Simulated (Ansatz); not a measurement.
**K$_{2}$S: projected DOS by orbital**

```yaml
crystal:
  lattice:
    - [0.00000, 3.70694, 3.70694]
    - [3.70694, 0.00000, 3.70694]
    - [3.70694, 3.70694, 0.00000]
  atoms:
    - { symbol: K, position: [0.75000, 0.75000, 0.75000] }
    - { symbol: K, position: [0.25000, 0.25000, 0.25000] }
    - { symbol: S, position: [0.00000, 0.00000, 0.00000] }
```

Atom numbers follow the list: K1, K2, S3.

Structure from Materials Project entry mp-1022 (possibly hypothetical), not relaxed further.

The calculation used Ansatz 0.2.0, DFT, PBE, all-electron LAPW, scalar-relativistic.

Settings: a Γ-centred 7×7×7 k mesh, Fermi–Dirac smearing of 0.03 eV, basis error target 1 meV/atom, no spin polarisation.

States per eV for one atom of each kind, in 0.4 eV bins named by their centres, from the valence-band top, projected on a minimal set of Löwdin-orthogonalised atomic shells; orbitals are real harmonics on the Cartesian axes, equal curves share a column, and empty bins are left out, as is all above 5.2 eV, near the top of the computed bands.

K1 3p:

```
# E all pz=px=py
-12.6 11.72 3.91
-9.4 0.10 0.03
-0.6 0.02 0.01
-0.2 0.03 0.01
0.2 0.01 0.00
3.8 0.01 0.00
```

S3 3p:

```
# E all pz=px=py
-12.6 0.07 0.02
-0.6 3.72 1.24
-0.2 7.50 2.50
0.2 2.16 0.72
3.0 0.02 0.01
3.4 0.04 0.01
3.8 0.18 0.06
4.2 0.19 0.06
4.6 0.01 0.00
```

K1 4s:

```
# E all
-12.6 0.04
-9.4 0.16
-0.6 0.41
-0.2 0.13
2.6 0.01
3.0 0.05
3.4 0.10
3.8 0.36
4.2 0.36
4.6 0.03
5.0 0.01
```

S3 3s:

```
# E all
-12.6 0.03
-9.4 4.47
-0.6 0.03
-0.2 0.01
2.6 0.01
3.0 0.03
3.4 0.04
3.8 0.07
4.2 0.05
```
